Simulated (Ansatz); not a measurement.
Runs of Ansatz 0.2.0 on MnS. The structure is cubic, space group Fm-3m (No. 225). The conventional cell has a = 5.209 Å, b = 5.209 Å, c = 5.209 Å, α = 90.00°, β = 90.00°, γ = 90.00°. Around Mn (site symmetry m-3m) lie 6 S at 2.60 Å. S (site symmetry m-3m) is surrounded by 6 Mn at 2.60 Å. 

| task | level | cell | k mesh | cutoff (eV) | smearing | gap on the mesh (eV) | pressure (GPa) | moment (μB) | relaxed volume (Å³/atom) |
| --- | --- | --- | --- | --- | --- | --- | --- | --- | --- |
| relaxation of cell and atoms | RPBE+D4 | relaxed | 9 × 9 × 9 | - | fermi-dirac 0.05 eV | - | 0.0 | 4.26 | (b) |
| relaxation of cell and atoms | revPBE+D4 | relaxed | 9 × 9 × 9 | - | fermi-dirac 0.05 eV | - | 0.0 | 4.13 | (a) |
| band structure | RPBE | as given | 9 × 9 × 9 | 216 | fermi-dirac 0.05 eV | - | 0.6 | 4.77 | - |
| single point | PBE | as given | 9 × 9 × 9 | 217 | gaussian 0.017 eV | none | -2.8 | 4.72 | - |
| phonons | LDA | as given | 7 × 7 × 7 | 232 | fermi-dirac 0.05 eV | none | - | 4.58 | - |
| single point | PBE | as given | 9 × 9 × 9 | 217 | gaussian 0.018 eV | none | -2.8 | 4.72 | - |
| single point | PBE | as given | 9 × 9 × 9 | 217 | gaussian 0.03 eV | none | -2.8 | 4.72 | - |
| single point | PBE | as given | 9 × 9 × 9 | 217 | gaussian 0.026 eV | none | -2.8 | 4.72 | - |

Alike in all rows: potentials or basis all-electron LAPW, scalar-relativistic; spin collinear, ferromagnetic start; basis error allowed 0.001 eV/atom.

Question: Fill in the values left out.

Answer: (a) 14.99; (b) 15.23.

Caveats: a cell with one magnetic atom can't hold antiferromagnetic order, which such compounds often take; semilocal functionals often make such compounds metallic where correlation or magnetic order opens a gap, which also shifts bond lengths (some runs); the volume moved by -14 % from the deposited cell, more than functionals usually miss (some runs); the volume moved by over 15 % at a fixed basis, so the end points are rough (some runs); the volume moved by -15 % from the deposited cell, more than functionals usually miss (some runs); the k mesh is thin for a metal, which can move the energy by tens of meV per atom (some runs); a metal's response needs a denser mesh (some runs).

A gap of «none» marks a metal or a gap under the smearing width.
